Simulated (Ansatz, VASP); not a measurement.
This is a calculation of Ge (Germanium) for VASP 6.6.1. 

File INCAR:

```
SYSTEM = Ge
  PREC = Accurate
  ENCUT = 600
  EDIFF = 1E-6
  ISMEAR = -1
  SIGMA = 0.05
  LREAL = .FALSE.
  LASPH = .TRUE.
  NELM = 60
  ALGO = Fast
  ISIF = 3
  LWAVE = .FALSE.
  LCHARG = .FALSE.
  IBRION = 2
  NSW = 40
  EDIFFG = -0.02
```

KPOINTS

```
regular mesh
0
G
  8 8 8
  0 0 0
```

File POSCAR:

```
Ge
1.0
    0.0000000000      2.8289100000      2.8289100000
    2.8289100000      0.0000000000      2.8289100000
    2.8289100000      2.8289100000      0.0000000000
Ge
2
Direct
    0.7500000000      0.7500000000      0.7500000000
    0.5000000000      0.5000000000      0.5000000000
```

Potentials or basis: VASP PAW LDA potentials, release 64 (Ge_d).

Launch:

```sh
$ cat potpaw_LDA.64/Ge_d/POTCAR > POTCAR
$ mpirun -np 1 vasp_std > vasp.out
```

**Question.** Set up the same calculation for Ansatz 0.2.0. Potentials or basis there: Ansatz PAW, cutoff 420 eV.

**Answer.** As run (cutoffs and basis follow the program's own potentials, and thresholds, step limits or extra output files can differ):

input.yaml

```yaml
crystal:
  lattice:
    - [0.0, 2.82891, 2.82891]
    - [2.82891, 0.0, 2.82891]
    - [2.82891, 2.82891, 0.0]
  atoms:
    - { symbol: Ge, position: [0.75, 0.75, 0.75] }
    - { symbol: Ge, position: [0.5, 0.5, 0.5] }
hamiltonian:
  xc: lda
  pseudopotentials: { kind: paw }
kpoints:
  mp_grid: { grid: [8, 8, 8] }
scf:
  occupations: { method: fermi_dirac, width: 0.05 }
output:
  forces: true
  stress: true
relax:
  f_tol: 0.01
  max_steps: 40
  cell: { stress_tol: 0.05 }
```

Potentials or basis: Ansatz PAW.

Command:

```sh
$ ansatz run input.yaml --threads 2 --pin off --max-ram 5632MiB --backend cpu --events-out ev --progress --plain --runs-dir out
```

Both were run:

|  | VASP | Ansatz |
| --- | --- | --- |
| Relaxed volume | 22.26 Å³/atom | 22.21 Å³/atom |
| Relaxed cell | a = 3.978 Å, b = 3.978 Å, c = 3.978 Å, α = 60.00°, β = 60.00°, γ = 60.00° | a = 3.975 Å, b = 3.975 Å, c = 3.975 Å, α = 60.00°, β = 60.00°, γ = 60.00° |
| Space group after relaxing | Fd-3m (No. 227) | Fd-3m (No. 227) |
| Pressure after relaxing | 0.0 GPa | 0.0 GPa |

Ansatz's pressure holds a Pulay term of +0.03 GPa for its cutoff of 420 eV, which the other run lacks.

Ansatz's potentials were made for PBE.

Where Ansatz's input types no cutoff or centring, it takes its own default and a Γ-centred mesh.

The two programs' LDA may be different fits to the electron gas.

Pressure is positive in compression.
